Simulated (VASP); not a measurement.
**A VASP 6.6.1 single-point calculation on NaCl**

INCAR

```
ISIF = 2
PREC = Accurate
LREAL = .FALSE.
LWAVE = .FALSE.
IBRION = -1
ENCUT = 520
LCHARG = .FALSE.
NBANDS = 9
GGA = PE
ISMEAR = -1
EDIFF = 1E-7
NELM = 120
NSW = 0
LASPH = .FALSE.
SIGMA = 0.02
```

KPOINTS

```
KPOINTS created by Atomic Simulation Environment
0
Gamma
4 4 4
0 0 0
```

POSCAR

```
Na Cl
 1.0000000000000000
    -0.0000000000000000    2.8026988166785491    2.8026988166785491
     2.8026988166785491    0.0000000000000000    2.8026988166785491
     2.8026988166785491    2.8026988166785491    0.0000000000000000
 Na  Cl
   1   1
Cartesian
  0.0000000000000000 -0.0000000000000000  0.0000000000000000
  2.8026988166785491  2.8026988166785491  2.8026988166785491
```

The recommended PBE PAW datasets give the neutral cell 14 valence electrons.

Command

```
mpirun -np 1 vasp_std
```

OSZICAR

```
N       E                     dE             d eps       ncg     rms          rms(c)
DAV:   1     0.878080334870E+02    0.87808E+02   -0.76878E+03   144   0.155E+03
DAV:   2    -0.772776431826E+00   -0.88581E+02   -0.84914E+02   184   0.264E+02
DAV:   3    -0.681285359019E+01   -0.60401E+01   -0.60201E+01   162   0.798E+01
DAV:   4    -0.695910429229E+01   -0.14625E+00   -0.14617E+00   170   0.132E+01
DAV:   5    -0.696310221921E+01   -0.39979E-02   -0.39976E-02   207   0.182E+00    0.216E+00
DAV:   6    -0.677368634993E+01    0.18942E+00   -0.45458E-01   169   0.513E+00    0.167E+00
DAV:   7    -0.676189038719E+01    0.11796E-01   -0.10343E-01   182   0.252E+00    0.109E+00
DAV:   8    -0.676739657951E+01   -0.55062E-02   -0.97877E-03   148   0.124E+00    0.208E-01
DAV:   9    -0.676740508540E+01   -0.85059E-05   -0.13529E-04   189   0.148E-01    0.128E-01
DAV:  10    -0.676757811452E+01   -0.17303E-03   -0.30339E-04   148   0.169E-01    0.377E-02
DAV:  11    -0.676757401924E+01    0.40953E-05   -0.21041E-05   165   0.382E-02    0.555E-03
DAV:  12    -0.676757447128E+01   -0.45204E-06   -0.10534E-06   161   0.873E-03    0.538E-03
DAV:  13    -0.676757477881E+01   -0.30753E-06   -0.23406E-07   173   0.387E-03    0.483E-04
DAV:  14    -0.676757477173E+01    0.70777E-08   -0.37836E-09    81   0.594E-04
   1 F= -.67675748E+01 E0= -.67675748E+01  d E =-.144451E-10
```

From OUTCAR

```
k-points           NKPTS =      8   k-points in BZ     NKDIM =      8   number of bands    NBANDS=      9

   NELECT =      14.0000    total number of electrons

   dimension x,y,z NGX =    30 NGY =   30 NGZ =   30
   dimension x,y,z NGXF=    60 NGYF=   60 NGZF=   60

  energy-cutoff  :      520.00
  volume of cell :       44.03
      direct lattice vectors                 reciprocal lattice vectors
     0.000000000  2.802698817  2.802698817    -0.178399476  0.178399476  0.178399476
     2.802698817  0.000000000  2.802698817     0.178399476 -0.178399476  0.178399476
     2.802698817  2.802698817  0.000000000     0.178399476  0.178399476 -0.178399476

 k-points in reciprocal lattice and weights: KPOINTS created by Atomic Simulation Env
   0.00000000  0.00000000  0.00000000       0.016
   0.25000000  0.00000000  0.00000000       0.125
   0.50000000  0.00000000  0.00000000       0.062
   0.25000000  0.25000000  0.00000000       0.094
   0.50000000  0.25000000  0.00000000       0.375
  -0.25000000  0.25000000  0.00000000       0.188
   0.50000000  0.50000000  0.00000000       0.047
  -0.25000000  0.50000000  0.25000000       0.094

 E-fermi :  -0.1850

 k-point     1 :       0.0000    0.0000    0.0000
  band No.  band energies     occupation
      1     -21.4078      2.00000
      2     -21.4078      2.00000
      3     -21.4078      2.00000
      4     -13.3219      2.00000
      5      -0.6213      2.00000
      6      -0.6213      2.00000
      7      -0.6213      2.00000
      8       4.5573      0.00000
      9      10.5167      0.00000

 k-point     2 :       0.2500    0.0000    0.0000
  band No.  band energies     occupation
      1     -21.4238      2.00000
      2     -21.4089      2.00000
      3     -21.4089      2.00000
      4     -13.1492      2.00000
      5      -1.7487      2.00000
      6      -0.7624      2.00000
      7      -0.7624      2.00000
      8       6.0382      0.00000
      9       9.4381      0.00000

 k-point     3 :       0.5000    0.0000    0.0000
  band No.  band energies     occupation
      1     -21.4396      2.00000
      2     -21.4101      2.00000
      3     -21.4101      2.00000
      4     -12.9657      2.00000
      5      -2.6010      2.00000
      6      -0.8950      2.00000
      7      -0.8950      2.00000
      8       6.6845      0.00000
      9      10.1554      0.00000

 k-point     4 :       0.2500    0.2500    0.0000
  band No.  band energies     occupation
      1     -21.4212      2.00000
      2     -21.4121      2.00000
      3     -21.4121      2.00000
      4     -13.1079      2.00000
      5      -1.7160      2.00000
      6      -0.9477      2.00000
      7      -0.9477      2.00000
      8       6.5492      0.00000
      9       8.5020      0.00000

 k-point     5 :       0.5000    0.2500    0.0000
  band No.  band energies     occupation
      1     -21.4309      2.00000
      2     -21.4169      2.00000
      3     -21.4133      2.00000
      4     -12.9423      2.00000
      5      -2.2359      2.00000
      6      -1.4099      2.00000
      7      -1.0716      2.00000
      8       7.5978      0.00000
      9       8.7154      0.00000

 ...

  Total        0.3471944      0.3471944      0.3471944      0.0000000     -0.0000000      0.0000000
  in kB       12.6335082     12.6335082     12.6335082      0.0000000     -0.0000000      0.0000000
  external PRESSURE =      12.6335082 kB  Pullay stress =       0.0000000 kB

 POSITION                                       TOTAL-FORCE (eV/Angst)
 -----------------------------------------------------------------------------------
      0.00000      0.00000      0.00000         0.000000      0.000000     -0.000000
      2.80270      2.80270      2.80270         0.000000     -0.000000      0.000000
 -----------------------------------------------------------------------------------
    total drift:                               -0.000000      0.000000      0.000000

  FREE ENERGIE OF THE ION-ELECTRON SYSTEM (eV)
  ---------------------------------------------------
  free  energy   TOTEN  =        -6.7675747717 eV

  energy  without entropy=       -6.7675747717  energy(sigma->0) =       -6.76757477
```

It converged. Results: gap between bands v and c on the k mesh 5.18 eV; least direct gap on the k mesh 5.18 eV; pressure 1.3 GPa. Band v is the last that the valence electrons fill when counted band by band, and c is the next.

For comparison, a separate PBE run of the intended cell, on usual settings and not on those above, gives a gap of 5.18 eV on its mesh and a pressure of 1.2 GPa.

The run above took about 4.6 s on one core of a shared host (Intel Xeon Platinum 8488C) and held 0.15 GiB at most.
